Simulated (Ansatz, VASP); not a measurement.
## W in VASP and in Ansatz

File INCAR:

```
  ALGO = Normal
  EDIFF = 1E-7
  ENCUT = 520
  GGA = PE
  ISIF = 2
  ISMEAR = -1
  LASPH = True
  LCHARG = False
  LREAL = False
  LWAVE = False
  NBANDS = 13
  NELM = 80
  PREC = Accurate
  SIGMA = 0.05
```

Contents of KPOINTS:

```
k-points
0
Gamma
  19 19 19
```

Contents of POSCAR:

```
W
1.0
   -1.3787031332      1.3787031332      1.3787031332
    1.3787031332     -1.3787031332      1.3787031332
    1.3787031332      1.3787031332     -1.3787031332
W
1
Direct
    0.0000000000      0.0000000000      0.0000000000
```

Input for Ansatz:

```yaml
crystal:
  lattice:
    - [-1.3787031332, 1.3787031332, 1.3787031332]
    - [1.3787031332, -1.3787031332, 1.3787031332]
    - [1.3787031332, 1.3787031332, -1.3787031332]
  atoms:
    - { symbol: W, position: [0.0, 0.0, 0.0] }
kpoints:
  mp_grid: { grid: [19, 19, 19] }
scf:
  occupations: { method: fermi_dirac, width: 0.05 }
hamiltonian:
  xc: pbe
  pseudopotentials: { kind: nc }
output:
  forces: true
  stress: true
  eigenvalues: true
```

Change from the starting cell: volume scaled by 0.65, norm-conserving files.

Alike in both runs: task single point; functional PBE; k mesh 19 × 19 × 19; occupations fermi-dirac, width 0.05 eV; no spin polarisation.

|  | VASP | Ansatz |
| --- | --- | --- |
| version | VASP 6.6.1 | Ansatz 0.2.0 |
| potentials or method | VASP PAW PBE potentials, release 64 (W_sv) | norm-conserving pseudopotentials, scalar-relativistic |
| plane-wave cutoff (eV) | 520 | 1007 |
| valence electrons in the cell | 14 | 14 |

```tsv
	VASP	Ansatz	Ansatz less VASP
pressure (GPa)	319.8	312.0	-7.84
```

With one functional, cell and mesh, what is left measures potentials, basis and numerics.

Caveats: the cell as given lies far from equilibrium; so large a pressure means that the cell lies far from this level's equilibrium, or that cutoff or potentials fall short (VASP). The runs have no spin-orbit coupling, so splittings on W are missing.
